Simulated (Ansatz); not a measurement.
Take a crystal in which Na has been replaced by Rb on all its sites, with the cell rescaled by a rough guess (in some cases also distorted within its space group) and nothing relaxed:

```yaml
crystal:
  lattice:
    - [0.00000, 3.13337, 3.13337]
    - [3.13337, 0.00000, 3.13337]
    - [3.13337, 3.13337, 0.00000]
  atoms:
    - { symbol: Rb, position: [0.00000, 0.00000, 0.00000] }
    - { symbol: Cl, position: [0.50000, 0.50000, 0.50000] }
```

All numbers below come from DFT PBE, scalar-relativistic, plane waves, PAW in Ansatz 0.2.0.

Cutoff 420 eV; k points 6×6×6 on the computed 2-atom cell (Γ-centred); Gaussian smearing, width 0.02 eV; no spin polarisation.

(1) What pressure does the cell carry?

(2) Is it a metal on this mesh?

(3) What is its energy against the elements in their standard states?

Answers

(1) The pressure is 4.7 GPa (positive in compression), so the cell would expand.

(2) No: the gap is 5.51 eV, the least direct gap 5.51 eV.

(3) -1.904 eV/atom at this unrelaxed geometry, with the elements in the same functional.